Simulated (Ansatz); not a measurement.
**Is this CaO structure stable?**

The cell was reached from a generator's guess, though it ends in a space group that the Crystallography Open Database lists for this formula.

Method: DFT PBE, scalar-relativistic, plane waves, PAW in Ansatz. The final run on the 2-atom cell used 420 eV, a Γ-centred 8×8×8 mesh, 0.02 eV smearing and no spin polarisation.

```
Ca O
1.0
     0.00000    2.41549    2.41549
     2.41549    0.00000    2.41549
     2.41549    2.41549    0.00000
Ca O
1 1
Direct
  0.00000 0.00000 0.00000
  0.50000 0.50000 0.50000
```

Formation energies are uncorrected and refer to the elements' standard structures at the same level (O₂ as a molecule).

Q: These tests were run: energy against the elements; random kick, then relaxation without symmetry; phonons on a 4×4×4 q mesh; elastic tensor. What do they show?

A:

| test | result |
| --- | --- |
| energy against the elements | −2.947 eV/atom |
| random kick, then relaxation without symmetry | returns |
| phonons on a 4×4×4 q mesh | no imaginary mode on the mesh |
| elastic tensor | least eigenvalue 76 GPa |

It fails none of these tests. Whether a mixture of other phases lies lower isn't tested here.

The kick test ran on a coarse mesh. The run for the phonons used an 8×8×8 k mesh. The run for the elastic tensor used an 8×8×8 k mesh.
